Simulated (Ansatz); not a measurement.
Spin–orbit splittings in BeSe

```xyz
2
Lattice="0.0000 2.5350 2.5350 2.5350 0.0000 2.5350 2.5350 2.5350 0.0000" Properties=species:S:1:pos:R:3 pbc="T T T"
Be    0.0000    0.0000    0.0000
Se    3.8025    3.8025    3.8025
```

Atoms are numbered in the order listed.

The geometry is COD entry 9008837, unchecked; take it as a test cell. It differs from other determinations.

Levels of theory: DFT, PBE, all-electron LAPW, scalar-relativistic (Ansatz 0.2.0); DFT, PBE, all-electron LAPW, Dirac equation with spin-orbit coupling (Ansatz 0.2.0).

The runs use a Γ-centred 10×10×10 k mesh, Fermi–Dirac smearing of 0.02 eV, basis error target 1 meV/atom, no spin polarisation.

Levels between -4 and 3 eV, each run counted from its own valence-band top. Scalar levels are listed once for both spins; with the coupling every spinor state is counted. Levels near the edges of the range can cross them.

Q: At Γ (0.000, 0.000, 0.000) the scalar-relativistic levels are 0.00 (×3). What are they with spin–orbit coupling?

A: -0.45 (×2), 0.00 (×4).

Q: At W (-0.500, -0.250, 0.250) the scalar-relativistic levels are -3.50. What are they with spin–orbit coupling?

A: -3.64, -3.63.

Q: At U (-0.375, -0.375, 0.250) the scalar-relativistic levels are -2.35. What are they with spin–orbit coupling?

A: -2.49 (×2).

Q: Without the coupling the gap is 2.54 eV, indirect from Γ to X (-0.5, -0.5, 0). And with it?

A: 2.39 eV, indirect from Γ to X (-0.5, -0.5, 0).
